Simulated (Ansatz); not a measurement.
# Structure search for ZrSi₃O₈

These are results of DFT PBE, scalar-relativistic, plane waves, PAW in Ansatz 0.2.0, not measurements. Settings: cutoff 420 eV, Γ-centred meshes spaced at most about 0.3 Å⁻¹ (2π included), Gaussian smearing. No spin polarisation.

Energies over the elements count from the elements' standard structures at the same level (O₂ as a molecule), with no fitted energy shifts.

Temperature and zero-point effects are left out. The comparison covers the computed candidates alone. Weakly bound directions are ill-defined at this level, which has no dispersion term (P222), and this can change margins and order among such cells. Kohn–Sham gaps at this level usually fall short of measured ones.

Invented guesses were relaxed alike, and ends that match in structure were merged. ΔE counts from the first row. Coordination counts O atoms around Si and Zr (those within 1.25 times the shortest such distance or 1.15 times the sum of covalent radii; a plus sign parts nearer from farther groups; a slash parts the counts of unlike sites). The ends were matched against large subsets of the Crystallography Open Database and the Materials Project, so a missing match doesn't prove that a structure is unreported.

| # | reached from | type and space group | atoms | Å³/atom | coordination | ΔE (meV/atom) | gap on mesh (eV) | in databases |
| --- | --- | --- | --- | --- | --- | --- | --- | --- |
| 1 | Zr and Si ordered on rutile sites | Cmmm (No. 65) | 12 | 9.3 | Zr 6, Si 4+2/6 | 0 | 2.94 | no match |
| 2 | Zr/Si ordered on a cell of SiO2 | P222 (No. 16) | 12 | 14.4 | Zr 4, Si 4 | 203 | 3.96 | no match |
| 3 | Zr and Si ordered on fluorite sites | Cmmm (No. 65) | 12 | 10.5 | Zr 4+4, Si 4 | 585 | 1.68 | no match |

The lowest: Space group Cmmm (No. 65), orthorhombic, a = 6.078 Å, b = 6.365 Å, c = 5.752 Å. Zr has 6 O at 2.04–2.08 Å and 2 Si at 2.88 Å; around Si on a site of symmetry mm2 lie 6 O at 1.80–1.87 Å; around Si on a site of symmetry mmm lie 4 O at 1.77 Å, 2 O at 1.95 Å and 2 Zr at 2.88 Å; O on a site of symmetry m has 2 Si at 1.77–1.80 Å and 1 Zr at 2.04 Å; O on a site of symmetry m2m has 2 Si at 1.84 Å and 1 Si at 1.95 Å; 1 more site not described. Its energy over the elements is −2.617 eV/atom. It lies below the elements, which doesn't yet make it stable against other compounds or structures. An observed structure of this formula, if there is one, may be missing.

```cif
data_structure
_symmetry_space_group_name_H-M 'P 1'
_symmetry_Int_Tables_number 1
_cell_length_a 4.4005
_cell_length_b 4.4005
_cell_length_c 5.7516
_cell_angle_alpha 90.000
_cell_angle_beta 90.000
_cell_angle_gamma 92.644
_cell_volume 111.26
loop_
_atom_site_label
_atom_site_type_symbol
_atom_site_fract_x
_atom_site_fract_y
_atom_site_fract_z
_atom_site_occupancy
Zr1 Zr 0.50000 0.50000 0.50000 1
Si1 Si 0.00000 0.00000 0.76332 1
Si2 Si 0.00000 0.00000 0.23668 1
Si3 Si 0.50000 0.50000 0.00000 1
O1 O 0.70424 0.70424 0.78074 1
O2 O 0.70424 0.70424 0.21926 1
O3 O 0.80654 0.19345 0.00000 1
O4 O 0.82647 0.17353 0.50000 1
O5 O 0.29576 0.29576 0.78074 1
O6 O 0.29576 0.29576 0.21926 1
O7 O 0.19345 0.80654 0.00000 1
O8 O 0.17353 0.82647 0.50000 1
```

The second: Space group P222 (No. 16), orthorhombic, a = 5.051 Å, b = 5.822 Å, c = 5.863 Å. Zr has 4 O at 1.97 Å and 2 Si at 2.53 Å; Si on its first site has 4 O at 1.65 Å and 2 Zr at 2.53 Å; Si on its second site has 4 O at 1.70 Å and 2 Si at 2.53 Å; around O on its first site lie 1 Si at 1.65 Å and 1 Zr at 1.97 Å; 2 more sites not described. Counting O atoms around Si and Zr, the first has Zr 6, Si 4+2/6 and the second has Zr 4, Si 4. The second holds Si–Si chains (shortest 2.53 Å); in the first the shortest Si–Si distance is 2.72 Å, near bonding range too. Cells relaxed within their symmetry can be saddle points.

```
Zr Si O
1.0
     5.05079    0.00000    0.00000
     0.00000    5.82220    0.00000
     0.00000    0.00000    5.86332
Zr Si O
1 3 8
Cartesian
  0.0000 0.0000 0.0000
  2.5254 0.0000 0.0000
  0.0000 2.9111 2.9317
  2.5254 2.9111 2.9317
  1.4939 4.9110 0.9099
  3.8081 2.0888 3.7518
  3.5569 0.9112 0.9099
  1.2427 3.7334 3.7518
  1.2427 2.0888 2.1115
  3.5569 4.9110 4.9534
  3.8081 3.7334 2.1115
  1.4939 0.9112 4.9534
```

Some types were kept out of the candidates beforehand, so the set may lack a known form.

The rutile-derived ordering is lowest, but this shouldn't be read as a preference of silicon for octahedral coordination. At ambient pressure silicates almost always contain SiO₄ tetrahedra, while rutile-type silica is a high-pressure form. The likely cause of the reversed order is the narrow candidate set, whose tetrahedral rival is a poor one. In the P222 cell the tetrahedra share edges, which brings the cations close together across the shared oxygens, and Zr has only four neighbours, few for such a large ion. The short Si–Si contacts there follow from this edge sharing, not from Si–Si bonds, since the formula balances as Zr⁴⁺, Si⁴⁺ and O²⁻.

Density alone doesn't set the order: the fluorite-derived cell is denser than P222 yet highest, probably because silicon is too small for an eight-coordinate site and distorts the framework. Having the smallest volume, the rutile-derived cell should gain further on both rivals under pressure. Whether it could form at all depends on its energy against zircon plus silica, which isn't tested here.
